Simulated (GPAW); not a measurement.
The system is Ti.

```
CELL_PARAMETERS angstrom
2.95000 0.00000 0.00000
-1.47500 2.55477 0.00000
0.00000 0.00000 4.68000
ATOMIC_POSITIONS crystal
Ti 0.66667 0.33333 0.75000
Ti 0.33333 0.66667 0.25000
```

Base run:

| Property | Result |
| --- | --- |
| Program | GPAW 26.7.0 |
| Functional | r2SCAN |
| Potentials or basis | GPAW PAW data sets (gpaw-data 1.2.1) |
| Cutoff | 600 eV |
| Basis | pw |
| k mesh | 10 × 10 × 6 |
| Occupations | fermi-dirac, width 0.05 eV |
| Spin | no spin polarisation |

Its results: band gap on the k mesh none (metal or under the smearing width); pressure -2.4 GPa.

Task: The run is repeated on the same cell with these changes: functional from r2SCAN to PBE. What comes out?

Result: Band gap on the k mesh none (metal or under the smearing width); pressure -2.0 GPa.

Caveats: the PAW data sets were made with another functional, which shifts forces and pressure a little (some runs).
